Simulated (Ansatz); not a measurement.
Runs of Ansatz 0.2.0 on BN. The structure is hexagonal, space group P6_3mc (No. 186). Conventional cell: a = 2.554 Å, b = 2.554 Å, c = 4.227 Å, α = 90.00°, β = 90.00°, γ = 120.00°. Around N (site symmetry 3m) lie 4 B at 1.57 to 1.58 Å. B (site symmetry 3m) has 4 N at 1.57 to 1.58 Å as nearest neighbours. Measurements of this composition are mostly on another form, of space group No. 194.

| task | level | cutoff (eV) | basis error allowed | gap on the mesh (eV) | pressure (GPa) | V0 of scaled cells (Å³/atom) | B0 (GPa) | largest force (eV/Å) |
| --- | --- | --- | --- | --- | --- | --- | --- | --- |
| band structure | PBEsol | 409 | 0.002 eV/atom | 4.98 | -5.9 | - | - | 0.01 |
| equation of state | LDA | - | 0.002 eV/atom | - | - | (b) | 403 | - |
| single point | PBEsol | 448 | 0.001 eV/atom | 4.98 | -5.9 | - | - | 0.01 |
| band structure | LDA | 411 | 0.002 eV/atom | 4.98 | -13.6 | - | - | 0.02 |
| equation of state | PBEsol | - | 0.001 eV/atom | - | - | 5.88 | (a) | - |

Alike in all rows: potentials or basis all-electron LAPW, scalar-relativistic; no spin polarisation; cell as given; k mesh 12 × 12 × 6; smearing fermi-dirac 0.05 eV.

Q: Estimate the missing entries.

A: (a) 386; (b) 5.76.

Caveats: the cell was scaled at fixed shape and fractional positions, which overstates the stiffness of a crystal with free parameters, most of all of layers and chains (some runs).

A k mesh can miss the band edges.

Not every run made on this cell is shown here.
